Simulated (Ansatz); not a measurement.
Input and command of a calculation in Ansatz (plane waves; scalar-relativistic PAW potentials unless the input names others):

```yaml
crystal:
  lattice:
    - [-1.66395, 1.66395, 1.66395]
    - [1.66395, -1.66395, 1.66395]
    - [1.66395, 1.66395, -1.66395]
  atoms:
    - { symbol: Nb, position: [0.0, 0.0, 0.0] }
basis:
  ecutwfc: 420
kpoints:
  mp_grid: { grid: [18, 18, 18] }
hamiltonian:
  xc: pbe
  pseudopotentials: { kind: nc }
scf:
  occupations: { method: gaussian, width: 0.1 }
  max_iter: 50
output:
  forces: true
  eigenvalues: true
  stress: true
magnetization:
  spin_polarized: true
  spin_orbit: true
```

```bash
ansatz run input.yaml --threads 1 --pin off --max-ram 2560MiB --backend cpu --events-out ev --progress --plain --runs-dir out
```

Question: Will this input run?

Answer: The program refuses it, because of spin-orbit coupling on scalar files and without noncollinear: true (magnetization: not typed → {"spin_polarized": true, "spin_orbit": true}; hamiltonian.pseudopotentials: not typed → {"kind": "nc"}). Without those keys it is accepted.

Abridged log:
```
Error: 2 input errors — fix all and re-run
  1. inconsistent input (magnetization.spin_orbit, magnetization.noncollinear): true requires noncollinear: true — spin–orbit coupling acts on 2-spinor wavefunctions; set both flags
  2. inconsistent input (magnetization.spin_orbit, hamiltonian.pseudopotentials.kind): true requires a fully-relativistic hamiltonian.pseudopotentials.kind (nc_fr or paw_fr), or kind: all_electron without datasets and azcp, which then solves Dirac's equation on LAPW. paw_fr resolves this project's PAW files (source: ansatz) by j as it reads them
```